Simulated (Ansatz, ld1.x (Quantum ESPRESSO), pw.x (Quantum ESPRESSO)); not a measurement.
**From atom to crystal: TM potential for Hf**

- Element: hafnium
- Generator: ld1.x (Quantum ESPRESSO) 7.5
- Type: norm-conserving Troullier–Martins (Kleinman–Bylander form)
- Functional: PBE
- Relativity: scalar-relativistic
- Frozen core: [Xe] 4f14
- Valence charge: 4
- Reference configuration: 5d2 6s2 6p0
- Partial waves: 6p (bound, empty): rc 3.30 bohr; 5d (bound): rc 2.30 bohr; 6s (bound): rc 3.10 bohr
- Local potential: the s channel
- Core correction: none

Atomic tests: cutoffs needed: 21 Ry and 30 Ry (the cutoffs (Ry, on a coarse ladder) from which the occupation-weighted sum of valence levels, in a spherical-Bessel basis at the reference potential, stays within 10 and 1 mRy of its value at 400 Ry); ghost test: no extra level below or beside the all-electron valence levels (p, d, s, f tested) (spherical-Bessel basis up to 400 Ry, 20 bohr box); largest excitation error: +285 meV (all-electron minus pseudo) for 5d1 6s0 6p0, out of 7 test configurations.

Crystal test: bcc Hf in pw.x 7.5, no spin, 13³ k-points, Fermi–Dirac smearing 0.01 Ry, cutoffs 40/160 Ry. The reference is all-electron LAPW (Ansatz 0.2.0) with the same functional, mesh and smearing; V0 and B0 come from Birch–Murnaghan fits to the pressures at five volumes. Errors are pseudo minus all-electron; Δ is the rms difference of the E(V) curves that follow from these fits, minima aligned, over ±6 % about the mean V0. Mesh and smearing are coarse, so the numbers serve the comparison and aren't converged zero-temperature values; the lattice is a test structure that the element need not adopt.

All-electron: a0 = 3.553 Å (V0 = 22.42 Å³/atom), B0 = 98.4 GPa.

Question: How far does the potential miss the all-electron equation of state?

Answer: mean pressure error (GPa): +3.51; a0 (Å): 3.594; a0 error (%): +1.17; B0 error (%): -4.2; Δ (meV/atom): 16.7. The largest radius (3.30 bohr) exceeds half the bond length (2.90 bohr), so the spheres overlap, which is one possible source of error among others. This is a poor potential for the solid.

| V (Å³/atom) | P all-electron (GPa) | P pseudo (GPa) |
| --- | --- | --- |
| 21.255 | 5.72 | 9.58 |
| 21.815 | 2.83 | 6.50 |
| 22.374 | 0.21 | 3.71 |
| 22.933 | -2.14 | 1.20 |
| 23.493 | -4.26 | -1.08 |

Question: At the middle volume, how do free energy and pressure move when the wave cutoff is lowered (ecutrho kept at four times it)?

Answer:

```
cutoff (Ry)  shift of F (meV/atom)  shift of P (GPa)
         18                 +491.0            -11.49
         24                  +43.8             -2.02
         32                   +0.5             -0.03
```

The run at the middle volume (84 k-points, 7 iterations) took about 3.8 s on one core of a shared host (Neoverse-V2, 96 threads, 742 GiB, load 42).
